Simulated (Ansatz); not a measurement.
**ZrC under changes of volume**

One of the cells (13.228 Å³/atom); the others are scaled copies at fixed shape and fractional positions:

```
Zr C
1.0
     0.00000    2.36500    2.36500
     2.36500    0.00000    2.36500
     2.36500    2.36500    0.00000
Zr C
1 1
Direct
  0.50000 0.50000 0.50000
  0.00000 0.00000 0.00000
```

| Property | Result |
| --- | --- |
| Program | Ansatz 0.2.0 |
| Functional | RPBE |
| Dispersion | D3(BJ) |
| Potentials or basis | all-electron LAPW, relativistic spinors |
| Cutoff | 259 eV (chosen from the basis error) |
| Basis error allowed | 0.001 eV/atom |
| k mesh | 8 × 8 × 8 |
| Occupations | cold, width 0.01 eV |
| Spin | non-collinear spin, program default start, spin-orbit coupling |
| Hubbard terms | Zr d U = 7 eV |

| volume (Å³/atom) | energy over the lowest point (meV/atom) | pressure (GPa) |
| --- | --- | --- |
| 12.434 | 0.00 | -18.6 |
| 12.699 | 34.07 | -22.5 |
| 12.963 | 74.57 | -26.5 |
| 13.228 | ? | ? |
| 13.493 | 173.26 | -33.0 |
| 13.757 | 230.12 | -35.8 |
| 14.022 | 291.21 | -38.2 |

**Question.** What does the run at 13.228 Å³/atom give?

**Answer.** Energy over the lowest point 121.20 meV/atom; pressure -29.9 GPa.

Worked out: A Birch-Murnaghan fit of order 3 (a polynomial in V^(-2/3)) to the other rows has no minimum within the range. It gives 121.26 meV/atom at 13.228 Å³/atom, against the run's 121.20, and -dE/dV = -29.9 GPa, against -29.9.

Energies are extrapolated to zero smearing.

Caveats: U is the effective U less J, on atomic orbitals that reach past the spheres; the U is typed as a test and isn't derived for this compound; the k mesh is thin for a metal, which can move the energy by tens of meV per atom (some runs); pairwise dispersion overbinds metals, which lowers pressure and volume (some runs).
